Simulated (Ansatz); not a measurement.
The system is Rb.

```
CELL_PARAMETERS angstrom
-2.80250 2.80250 2.80250
2.80250 -2.80250 2.80250
2.80250 2.80250 -2.80250
ATOMIC_POSITIONS crystal
Rb 0.00000 0.00000 0.00000
```

* Program: Ansatz 0.2.0
* Task: single point
* Functional: PBE
* Potentials or basis: Ansatz PAW
* Cutoff: 420 eV (not typed: the program's choice for these potentials)
* k mesh: 7 × 7 × 7
* Occupations: fermi-dirac, width 0.05 eV
* Spin: no spin polarisation

On this cell: pressure 0.1 GPa; band gap on the k mesh none (metal or under the smearing width).

The same run follows on a disturbed copy (cell strained at random at fixed volume):

```
Rb
1.0
    -2.92087    2.82641    2.71242
     2.91628   -2.85910    2.74053
     2.84329    2.78152   -2.74511
Rb
1
Direct
  0.00230 0.99471 0.99463
```

What changes?

The energy (extrapolated to zero smearing) moves by +0.1 meV/atom; pressure 0.1 GPa; band gap on the k mesh none (metal or under the smearing width).

Stress tensor (GPa, compression positive):
```
0.12 0.07 0.01
0.07 0.10 0.03
0.01 0.03 0.07
```
